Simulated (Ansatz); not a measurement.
SrF$_{2}$ (fluorite)

```xyz
3
Lattice="0.0000 2.8790 2.8790 2.8790 0.0000 2.8790 2.8790 2.8790 0.0000" Properties=species:S:1:pos:R:3 pbc="T T T"
Sr     0.0000     0.0000     0.0000
F      1.4395     1.4395     1.4395
F      4.3186     4.3186     4.3186
```

The slice is a {111} plane (indices of the conventional cell) through the point (0.750, 0.750, 0.750) (fractional), spanned by u = [100] and v = [-1 2 0] in vectors of this cell: u (4.07 Å) and v (7.05 Å, at 90° to u). It covers one period; positions are fractions (u, v).

Level of theory: PBEsol (plane waves to 420 eV, PAW, scalar-relativistic; Ansatz, a program for electronic structure). k mesh 10×10×10. Near the nuclei the fields are pseudised (PAW); where an atom keeps semicore shells as valence, they peak there. SrF2 was relaxed with its symmetry unable to fall.

Question: Sketch the electron localisation function (ELF) on this plane as a map.

Answer: 
```
v \ u  0.00  0.11  0.22  0.33  0.44  0.56  0.67  0.78  0.89
-----  ----  ----  ----  ----  ----  ----  ----  ----  ----
0.88   0.59  0.46  0.16  0.02  0.02  0.02  0.02  0.16  0.46
0.75   0.67  0.52  0.12  0.01  0.01  0.01  0.01  0.12  0.52
0.62   0.83  0.72  0.10  0.19  0.65  0.65  0.19  0.10  0.72
0.50   0.06  0.03  0.22  0.80     x     x  0.80  0.22  0.03
0.38   0.02  0.01  0.05  0.32  0.56  0.56  0.32  0.05  0.01
0.25   0.01  0.01  0.03  0.31  0.64  0.64  0.31  0.03  0.01
0.12   0.68  0.50  0.05  0.43  0.81  0.81  0.43  0.05  0.50
0.00      x     x  0.62  0.04  0.04  0.04  0.04  0.62     x
```

Values: electron localisation function (ELF). Points within 0.5 Å of a nucleus are blanked (x), as the pseudised field means little there.
